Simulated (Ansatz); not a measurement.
**SrO in Ansatz: the effect of functional**

The system is SrO.

```xyz
2
Lattice="0.0000 2.5663 2.5663 2.5663 0.0000 2.5663 2.5663 2.5663 0.0000" Properties=species:S:1:pos:R:3 pbc="T T T"
Sr    2.5663    2.5663    2.5663
O     0.0000    0.0000    0.0000
```

Alike in all runs:

```yaml
Program: Ansatz 0.2.0
Task: band structure
Potentials_or_basis: Ansatz PAW
k_mesh: 9 × 9 × 9
Occupations: fermi-dirac, width 0.05 eV
Spin: no spin polarisation
```

Problem. One run gave: gap on the mesh 3.37 eV; pressure 3.3 GPa. Which functional did it use?
A. PBE
B. BLYP
C. r2SCAN
D. revPBE
E. RPBE

Solution. A.

| functional | cutoff | gap on the mesh (eV) | pressure (GPa) |
| --- | --- | --- | --- |
| LDA | 420 eV (not typed: the program's choice for these potentials) | 3.21 | -3.8 |
| PBE | 420 eV (not typed: the program's choice for these potentials) | 3.37 | 3.3 |
| PBEsol | 420 eV (not typed: the program's choice for these potentials) | 3.26 | -0.6 |
| RPBE | 420 eV (not typed: the program's choice for these potentials) | 3.49 | 6.4 |
| revPBE | 420 eV (not typed: the program's choice for these potentials) | 3.46 | 5.6 |
| BLYP | 420 eV (not typed: the program's choice for these potentials) | 3.51 | 6.2 |
| r2SCAN | 500 eV (not typed: the program's choice for these potentials) | 3.85 | 1.5 |

Caveats: the k mesh misses the band edges, so the gap on the mesh is wider than the one along the path; the PAW data sets come from PBE, with cores solved anew for the run's functional, which leaves a small shift of forces and pressure (some runs).
